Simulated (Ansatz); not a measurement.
# EuS: the cost of one run

Computed with Ansatz 0.2.0 (DFT r²SCAN+U (U_eff = 3 eV on Eu f), plane waves, PAW, no spin–orbit coupling unless a run says so, unless a step's input says otherwise).

### 1 The structure to begin with

Symmetry: Fm-3m, No. 225, cubic system. Conventional cell: a = 5.957 Å, b = 5.957 Å, c = 5.957 Å, α = 90.00°, β = 90.00°, γ = 90.00°. Eu (site symmetry m-3m) is surrounded by 6 S at 2.98 Å. S (site symmetry m-3m) is surrounded by 6 Eu at 2.98 Å.

Coordinates:

```cif
data_structure
_symmetry_space_group_name_H-M 'Fm-3m'
_symmetry_Int_Tables_number 225
_cell_length_a 5.9570
_cell_length_b 5.9570
_cell_length_c 5.9570
_cell_angle_alpha 90.000
_cell_angle_beta 90.000
_cell_angle_gamma 90.000
_cell_volume 211.39
loop_
_atom_site_label
_atom_site_type_symbol
_atom_site_symmetry_multiplicity
_atom_site_Wyckoff_symbol
_atom_site_fract_x
_atom_site_fract_y
_atom_site_fract_z
_atom_site_occupancy
Eu1 Eu 4 b 0.50000 0.00000 0.00000 1
S1 S 4 a 0.00000 0.00000 0.00000 1
```

An earlier series on this cell reached its lowest free state from «ferromagnetic start, free, symmetry kept, no search», perhaps among other starts.

### 2 Site moments held (series factor 0.6; the input gives the size)

Input file input.yaml:

```yaml
crystal:
  lattice:
    - [0.0, 2.97850187, 2.97850187]
    - [2.97850187, 0.0, 2.97850187]
    - [2.97850187, 2.97850187, 0.0]
  atoms:
    - { symbol: Eu, position: [0.5, 0.5, 0.5], spin: 4.12 }
    - { symbol: S, position: [0.0, 0.0, 0.0] }
basis:
  ecutwfc: 500
  ecutrho_ratio: 4
kpoints:
  mp_grid: { grid: [6, 6, 6] }
hamiltonian:
  xc: r2scan
  hubbard: { sites: [{ site: 0, l: f, u_eff: 3.0 }] }
scf:
  occupations: { method: gaussian, width: 0.05 }
  lower_state_search: "off"
  max_iter: 150
output:
  forces: true
  stress: true
  eigenvalues: true
  populations: true
  hubbard: { sites: [{ site: 0, l: f }] }
magnetization:
  spin_polarized: true
  spin_locking: { lock_spins: true }
```

The lock stays on to the end, so the result is a constrained state.

On the command line:

```
$ ansatz run input.yaml --threads 2 --pin off --max-ram 3072MiB --backend cpu --events-out ev --progress --plain --runs-dir out
```

Q: Estimate wall time and peak memory on 2 threads of Arm Neoverse V2, shared host.

About 52 s, with a peak of 0.49 GiB.
